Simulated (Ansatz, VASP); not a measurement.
Two plane-wave programs on Pt

The input INCAR:

```
PREC = Accurate
ENCUT = 520
EDIFF = 1E-7
ISMEAR = -1
SIGMA = 0.1
LREAL = False
LASPH = True
NELM = 100
ALGO = Normal
ISIF = 2
LWAVE = False
LCHARG = True
GGA = RP
LELF = True
LVHAR = True
NBANDS = 17
```

The input KPOINTS:

```
Automatic mesh
0
Gamma
  11 11 11
```

POSCAR

```
Pt
1.0
    0.0000000000      2.8752773352      2.8752773352
    2.8752773352      0.0000000000      2.8752773352
    2.8752773352      2.8752773352      0.0000000000
Pt
2
Direct
    0.1250000000      0.1250000000      0.1250000000
    0.8750000000      0.8750000000      0.8750000000
```

Input for Ansatz:

```yaml
crystal:
  lattice:
    - [0.0, 2.8752773352, 2.8752773352]
    - [2.8752773352, 0.0, 2.8752773352]
    - [2.8752773352, 2.8752773352, 0.0]
  atoms:
    - { symbol: Pt, position: [0.125, 0.125, 0.125] }
    - { symbol: Pt, position: [0.875, 0.875, 0.875] }
hamiltonian:
  xc: rpbe
  pseudopotentials:
    kind: paw
    azcp:
      Pt: "pseudopotentials/Pt.paw.azcp"
basis:
  ecutwfc: 420
  fft_grid_basis: typed
kpoints:
  mp_grid: { grid: [11, 11, 11], shift: [0, 0, 0] }
magnetization:
  spin_polarized: false
scf:
  occupations: { method: fermi_dirac, width: 0.1 }
  lower_state_search: "off"
output:
  stress: true
```

Alike in both runs: task single point; functional RPBE; k mesh 11 × 11 × 11; occupations fermi-dirac, width 0.1 eV; no spin polarisation.

|  | VASP | Ansatz |
| --- | --- | --- |
| version | VASP 6.6.1 | Ansatz 0.2.0 |
| potentials or method | VASP PAW PBE potentials, release 64 (Pt) | plane waves (420 eV) with PAW, scalar-relativistic |
| plane-wave cutoff (eV) | 520 | 420 |
| valence electrons in the cell | 20 | 36 |

|  | VASP | Ansatz | Ansatz less VASP |
| --- | --- | --- | --- |
| pressure (GPa) | 4.2 | 4.7 | +0.44 |

The two sets of potentials don't hold the same shells in valence.

Caveats: the PAW data sets were made with another functional, which shifts forces and pressure a little (VASP). The runs have no spin-orbit coupling, so splittings on Pt are missing.
